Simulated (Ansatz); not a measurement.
## Cr: do energies and stresses tell the same story?

Theory: DFT PBE, scalar-relativistic, plane waves, PAW (Ansatz 0.2.0).

Plane waves to 420 eV, a k mesh through Γ of 21×21×10 on the computed 2-atom cell and Gaussian smearing (0.10 eV); no spin polarisation.

Relaxed cell: P6_3/mmc, a = 2.485 Å, b = 2.485 Å, c = 4.456 Å, α = 90.00°, β = 90.00°, γ = 120.00°, 2 atoms in the primitive cell. This form isn't the element's structure at ambient conditions.

Energies at zero smearing and pressures from the stress tensor, at volumes with shape and atoms relaxed:
| V (Å³/atom) | E − E(first) (meV/atom) | P (GPa) |
| --- | --- | --- |
| 10.485 | 0.00 | 39.08 |
| 10.842 | -73.20 | 26.95 |
| 11.199 | -121.33 | 16.55 |
| 11.557 | -147.98 | 7.64 |
| 11.914 | -156.23 | 0.02 |
| 12.272 | -148.71 | -6.51 |
| 12.629 | -127.73 | -12.08 |
| 13.106 | -82.15 | -18.26 |

Check P = −dE/dV between neighbouring volumes, and get the bulk modulus from the pressures alone.

With 1 eV/Å³ = 160.2 GPa:
| middle V (Å³/atom) | −ΔE/ΔV (GPa) | mean P (GPa) |
| --- | --- | --- |
| 10.663 | 32.811 | 33.014 |
| 11.021 | 21.575 | 21.749 |
| 11.378 | 11.947 | 12.098 |
| 11.736 | 3.697 | 3.832 |
| 12.093 | -3.368 | -3.244 |
| 12.450 | -9.408 | -9.293 |
| 12.867 | -15.323 | -15.168 |

The two differ by 0.20 GPa at most. The mean of two end pressures misses the average over a step by about ΔV² P″/12, up to 0.15 GPa here; with that taken off 0.05 GPa remains. The stress is the derivative of the free energy, not of the energy at zero smearing, and with free energies 0.01 GPa remains. Around V = 11.914 Å³/atom, the two neighbours give B = −V ΔP/ΔV = 11.914 × 14.15 / 0.715 = 235.8 GPa, against B0 = 234.5 GPa from the Birch–Murnaghan fit of the energies.

Spin polarisation was left out, and a magnetic state may lie lower.

A ferromagnetic start lost its moments in a first run, so spin was left out; other magnetic orders weren't tried.

Cost: 9 runs of about 4.1 core-minutes in all, on Arm Neoverse V1 (shared hosts).